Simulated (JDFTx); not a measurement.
The system is KBr.

```
CELL_PARAMETERS angstrom
0.00000 3.30000 3.30000
3.30000 0.00000 3.30000
3.30000 3.30000 0.00000
ATOMIC_POSITIONS crystal
Br 0.50000 0.50000 0.50000
K 0.00000 0.00000 0.00000
```

Base run:

```yaml
Program: JDFTx 1.7.0 (patched build)
Functional: PBEsol
Potentials_or_basis: PseudoDojo-SR-PBEsol-0.4.1-standard with smoothed tails
Cutoff: 1007 eV
Density_cutoff: 8055 eV
k_mesh: 7 × 7 × 7
Occupations: fermi-dirac, width 0.05 eV
Spin: no spin polarisation
```

Its results: band gap on the k mesh 4.28 eV, direct; pressure -0.3 GPa.

Question: The run is repeated on the same cell with these changes: functional from PBEsol to PBE; potentials or basis from PseudoDojo-SR-PBEsol-0.4.1-standard with smoothed tails to PseudoDojo-SR-PBE-0.5-standard with smoothed tails. What comes out?

Answer: Band gap on the k mesh 4.44 eV, direct; pressure 0.7 GPa.

Caveats: the empty levels aren't tightly converged; an odd mesh through Γ misses points on the zone boundary, where band edges often lie (some runs).
